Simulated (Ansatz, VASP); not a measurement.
# MgB2: VASP beside Ansatz

File INCAR:

```
SYSTEM = MgB2
PREC = Accurate
ENCUT = 520
EDIFF = 1E-6
ISMEAR = 0
SIGMA = 0.1
LREAL = .FALSE.
LASPH = .TRUE.
NELM = 80
ALGO = Normal
ISIF = 2
LWAVE = .FALSE.
LCHARG = .FALSE.
GGA = PS
NBANDS = 11
```

The input KPOINTS:

```
Automatic mesh
0
G
  15 15 10
  0 0 0
```

Contents of POSCAR:

```
MgB2
1.0
    3.2000403818      0.0000000000      0.0000000000
   -1.6000201909      2.7713162638      0.0000000000
    0.0000000000      0.0000000000      3.6015276700
Mg B
1 2
Direct
    0.0000000000      0.0000000000      0.0000000000
    0.3333333333      0.6666666667      0.5000000000
    0.6666666667      0.3333333333      0.5000000000
```

Input for Ansatz:

```yaml
crystal:
  lattice:
    - [3.2000403818, 0.0, 0.0]
    - [-1.6000201909, 2.7713162638, 0.0]
    - [0.0, 0.0, 3.60152767]
  atoms:
    - { symbol: Mg, position: [0.0, 0.0, 0.0] }
    - { symbol: B, position: [0.3333333333, 0.6666666667, 0.5] }
    - { symbol: B, position: [0.6666666667, 0.3333333333, 0.5] }
basis:
  ecutwfc: 420
kpoints:
  mp_grid: { grid: [15, 15, 10] }
hamiltonian:
  xc: pbesol
scf:
  occupations: { method: gaussian, width: 0.1 }
output:
  forces: true
  stress: true
  eigenvalues: true
  populations: true
```

Alike in both runs: task single point; functional PBEsol; k mesh 15 × 15 × 10; occupations gaussian, width 0.1 eV; no spin polarisation.

|  | VASP | Ansatz |
| --- | --- | --- |
| version | VASP 6.6.1 | Ansatz 0.2.0 |
| potentials or method | VASP PAW PBE potentials, release 64 (Mg, B) | scalar-relativistic, plane waves, PAW |
| plane-wave cutoff (eV) | 520 | 420 |
| valence electrons in the cell | 8 | 16 |

|  | VASP | Ansatz | Ansatz less VASP |
| --- | --- | --- | --- |
| gap on the k mesh at the Fermi level (eV) | none | none | - |
| pressure (GPa) | -15.3 | -15.2 | +0.09 |
| largest component of the traceless stress (GPa) | 6.53 | 6.65 | +0.111 |

A gap of «none» marks a metal or a gap that the smearing closes. With one functional, cell and mesh, what is left measures potentials, basis and numerics. The two sets of potentials don't hold the same shells in valence.

Caveats: so large a pressure means that the cell lies far from this level's equilibrium, or that cutoff or potentials fall short (VASP); the potentials were made for another functional, which shifts forces and pressure (VASP).
